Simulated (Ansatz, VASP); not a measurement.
This is a calculation of LiCl for Ansatz 0.2.0.

File input.yaml:

```yaml
crystal:
  lattice:
    - [0.0, 2.56477, 2.56477]
    - [2.56477, 0.0, 2.56477]
    - [2.56477, 2.56477, 0.0]
  atoms:
    - { symbol: Cl, position: [0.5, 0.5, 0.5] }
    - { symbol: Li, position: [0.0, 0.0, 0.0] }
hamiltonian:
  xc: lda
  pseudopotentials: { kind: paw }
kpoints:
  mp_grid: { grid: [9, 9, 9] }
scf:
  occupations: { method: fermi_dirac, width: 0.05 }
output:
  forces: true
  stress: true
relax:
  f_tol: 0.01
  max_steps: 40
  cell: { stress_tol: 0.05 }
```

Potentials or basis: Ansatz PAW.

Launch:

```bash
$ ansatz run input.yaml --threads 2 --pin off --max-ram 5632MiB --backend cpu --events-out ev --progress --plain --runs-dir out
```

Set up the same calculation for VASP 6.6.1. Potentials there: VASP PAW LDA potentials, release 64 (Cl, Li_sv).

As run (the cutoff follows the program's own potentials):

The input INCAR:

```
PREC = Accurate ; ENCUT = 600
EDIFF = 1E-6 ; ISMEAR = -1
SIGMA = 0.05 ; LREAL = F
LASPH = T ; NELM = 80
ALGO = Normal ; ISIF = 3
LWAVE = F ; LCHARG = F
GGA = CA ; IBRION = 2
NSW = 60 ; EDIFFG = -0.01
```

File KPOINTS:

```
Automatic mesh
0
Gamma
  9 9 9
```

File POSCAR:

```
LiCl
1.0
    0.0000000000      2.5647700000      2.5647700000
    2.5647700000      0.0000000000      2.5647700000
    2.5647700000      2.5647700000      0.0000000000
Cl Li
1 1
Direct
    0.5000000000      0.5000000000      0.5000000000
    0.0000000000      0.0000000000      0.0000000000
```

Potentials or basis: VASP PAW LDA potentials, release 64 (Cl, Li_sv).

Command:

```bash
$ cat potpaw_LDA.64/Cl/POTCAR potpaw_LDA.64/Li_sv/POTCAR > POTCAR
$ mpirun -np 1 vasp_std > vasp.out
```

Both were run:

|  | VASP | Ansatz | Ansatz less VASP |
| --- | --- | --- | --- |
| relaxed volume (Å³/atom) | 15.25 | 15.29 | +0.038 |
| relaxed cell length with the largest relative difference (Å) | 3.507 | 3.510 | +0.0029 |
| energy change over the relaxation (meV/atom) | -18 | -17 | +0.8 |

Caveats: the cutoff is under 1.25 times the usual one of these potentials, so pressure, stress and relaxed cells hold a basis-set (Pulay) error (VASP); the plane-wave basis is chosen anew once the cell has moved, so the energies of steps on either side of that aren't comparable (Ansatz); the PAW data sets come from PBE, with cores solved anew for the run's functional, which leaves a small shift of forces and pressure (Ansatz). A k mesh can miss the band edges. Zero-point motion and thermal expansion aren't in these numbers.
